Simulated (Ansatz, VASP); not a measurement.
One calculation of Nb, two programs

Contents of INCAR:

```
SYSTEM = Nb
ALGO     = Fast           ! electronic algorithm
EDIFF    = 1E-6           ! SCF threshold, eV
ENCUT    = 520            ! plane-wave cutoff, eV
GGA      = PS             ! functional
ISIF     = 2              ! what is computed and relaxed
ISMEAR   = 0              ! smearing method
LASPH    = .True.         ! aspherical terms in the spheres
LCHARG   = .False.        ! write CHGCAR
LREAL    = .False.        ! projectors in reciprocal space
LWAVE    = .False.        ! write WAVECAR
NBANDS   = 12             ! bands
NELM     = 100            ! most SCF steps
PREC     = Accurate       ! precision mode
SIGMA    = 0.15           ! smearing width, eV
```

File KPOINTS:

```
k-points
0
Gamma
  22 22 22
  0 0 0
```

The input POSCAR:

```
Nb
1.0
   -1.5246113712      1.5246113712      1.9819947826
    1.5246113712     -1.5246113712      1.9819947826
    1.5246113712      1.5246113712     -1.9819947826
Nb
1
Direct
    0.0000000000      0.0000000000      0.0000000000
```

Input for Ansatz:

```yaml
crystal:
  lattice:
    - [-1.5246113712, 1.5246113712, 1.9819947826]
    - [1.5246113712, -1.5246113712, 1.9819947826]
    - [1.5246113712, 1.5246113712, -1.9819947826]
  atoms:
    - { symbol: Nb, position: [0.0, 0.0, 0.0] }
basis:
  ecutwfc: 420
kpoints:
  mp_grid: { grid: [22, 22, 22] }
hamiltonian:
  xc: pbesol
scf:
  occupations: { method: gaussian, width: 0.15 }
output:
  forces: true
  stress: true
  eigenvalues: true
```

Alike in both runs: task single point; functional PBEsol; k mesh 22 × 22 × 22; occupations gaussian, width 0.15 eV; no spin polarisation.

|  | VASP | Ansatz |
| --- | --- | --- |
| version | VASP 6.6.1 | Ansatz 0.2.0 |
| potentials or method | VASP PAW PBE potentials, release 64 (Nb_sv) | scalar-relativistic, plane waves, PAW |
| plane-wave cutoff (eV) | 520 | 420 |
| valence electrons in the cell | 13 | 13 |

Ansatz gave:

```
gap on the k mesh at the Fermi level (eV)       : none
pressure (GPa)                                  : -4.0
largest component of the traceless stress (GPa) : 11.91
```

**Question.** What did VASP give for the same quantities?

**Answer.** gap on the k mesh at the Fermi level (eV): none; pressure (GPa): -4.3; largest component of the traceless stress (GPa): 11.85.

A gap of «none» marks a metal or a gap that the smearing closes.

Caveats: the PAW data sets were made with another functional, which shifts forces and pressure a little (VASP).
